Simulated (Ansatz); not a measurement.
A (001) slab of WS$_{2}$ (P-6m2 (No. 187)), 4 planes, outer planes W (top) and W (bottom), with 4 atoms (W2S2) in a surface cell of A = 8.764 Å², as cut from the bulk:

```xyz
4
Lattice="3.1811 0.0000 0.0000 -1.5905 2.7549 0.0000 0.0000 0.0000 31.9507" Properties=species:S:1:pos:R:3 pbc="T T T"
W     0.0000    1.8366    7.5000
S     1.5905    0.9183    9.0591
S     1.5905    0.9183   22.8917
W     0.0000    1.8366   24.4507
```

Computed with Ansatz 0.2.0, DFT r2SCAN, scalar-relativistic, plane waves, PAW. Plane waves to 500 eV, a k mesh through Γ of 9×9×1 on the computed 4-atom cell and Gaussian smearing (0.05 eV); no spin polarisation.

The relaxed slab holds 1 formula units of WS$_{2}$ and 1 further W. Against those formula units in the bulk and the further W in its standard state it lies 4.834 eV higher. The formation energy of WS$_{2}$ from the standard states is -2.680 eV a formula unit (uncorrected, no zero-point or thermal terms).

Q: Over what range can the chemical potential of W vary, and what is the surface energy at both ends?

A: In contact with the bulk, μ(W) + 2μ(S) is fixed. With Δμ counted from the standard states, Δμ(W) ≤ 0 keeps elemental W from forming, and Δμ(S) ≤ 0 requires Δμ(W) ≥ ΔH = -2.680 eV. Other compounds of W and S can narrow this range. Then γ, the mean of both faces, = [4.834 eV − 1.00·Δμ(W)]/(2A). At the W-rich end (Δμ = 0): 4.834/(2 × 8.764) × 16.02 = 4.42 J/m². At the W-poor end: (4.834 + 2.680)/(2 × 8.764) × 16.02 = 6.87 J/m².

Q: How does its energy depend on growth conditions?

A: It carries an excess of W, so its energy falls by 0.91 J/m² for each eV that μ(W) rises: W-rich conditions lower it; whether it appears depends on the other terminations.

Each cell of WS2 holds layers, and where no dispersion correction was added their binding is poorly described.

The reference crystal is a form of WS2, which isn't its usual structure.